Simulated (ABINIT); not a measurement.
# GaN: band structure with HCTH407

**The experiment to reproduce.**

A printed reference work, textbook reports, for a bulk crystal of GaN at 0 K: band gap 3.299 eV (direct).

GaN:

```xyz
2
Lattice="0.0000 2.2535 2.2535 2.2535 0.0000 2.2535 2.2535 2.2535 0.0000" Properties=species:S:1:pos:R:3 pbc="T T T"
Ga    0.0000    0.0000    0.0000
N     1.1268    1.1268    1.1268
```

The cell is a database's computed one.

- Program: ABINIT 10.8.3 (patched build)
- Task: band structure
- Functional: HCTH407
- Potentials or basis: PseudoDojo NC SR PBE v0.4.1 standard
- Cutoff: 1143 eV
- k mesh: 10 × 10 × 10
- Occupations: fermi-dirac, width 0.05 eV
- Spin: no spin polarisation

- Pressure: 6.1 GPa
- Band gap on the k mesh: 2.16 eV, direct
- Band gap along the path: 2.16 eV, direct
- Valence electrons inside the program's atomic spheres: Ga 10.88; N 5.29

Levels at the corners of the path, in eV from the valence-band top:
| point | band 5 | band 6 | band 7 | band 8 | band 9 | band 10 | band 11 | band 12 | band 13 | band 14 |
| --- | --- | --- | --- | --- | --- | --- | --- | --- | --- | --- |
| Γ | -13.95 | -13.95 | 0.00 | 0.00 | 0.00 | 2.16 | 10.71 | 10.71 | 10.71 | 18.40 |
| X | -13.88 | -11.78 | -5.92 | -2.56 | -2.56 | 3.83 | 7.07 | 12.18 | 14.30 | 14.30 |
| W | -13.94 | -11.55 | -5.47 | -3.53 | -3.41 | 6.59 | 8.63 | 10.68 | 11.67 | 15.60 |
| K | -13.91 | -11.66 | -5.64 | -4.03 | -2.06 | 5.44 | 8.16 | 11.52 | 13.18 | 14.05 |
| Γ | -13.95 | -13.95 | 0.00 | 0.00 | 0.00 | 2.16 | 10.71 | 10.71 | 10.71 | 18.40 |
| L | -13.91 | -12.31 | -6.75 | -0.92 | -0.92 | 5.08 | 9.11 | 10.74 | 10.74 | 16.33 |
| U | -13.91 | -11.66 | -5.64 | -4.03 | -2.06 | 5.44 | 8.16 | 11.52 | 13.18 | 14.05 |
| W | -13.94 | -11.55 | -5.47 | -3.53 | -3.41 | 6.59 | 8.63 | 10.68 | 11.67 | 15.60 |
| L | -13.91 | -12.31 | -6.75 | -0.92 | -0.92 | 5.08 | 9.11 | 10.74 | 10.74 | 16.33 |
| K | -13.91 | -11.66 | -5.64 | -4.03 | -2.06 | 5.44 | 8.16 | 11.52 | 13.18 | 14.05 |

Wall time 2.3 min on 1 thread of Arm Neoverse V1 (shared host), peak memory 0.14 GiB.

A measured gap of GaN is 3.299 eV (direct; 0 K; a printed reference work, textbook); the calculated 2.16 eV misses it by -1.14 eV. Spin-orbit coupling on Ga is left out. The value is that of HCTH407, without temperature or zero-point motion. The cell is a database's relaxed one, not the measured one, which moves gaps too.

Caveat: the potentials were made for another functional, which shifts forces and pressure.
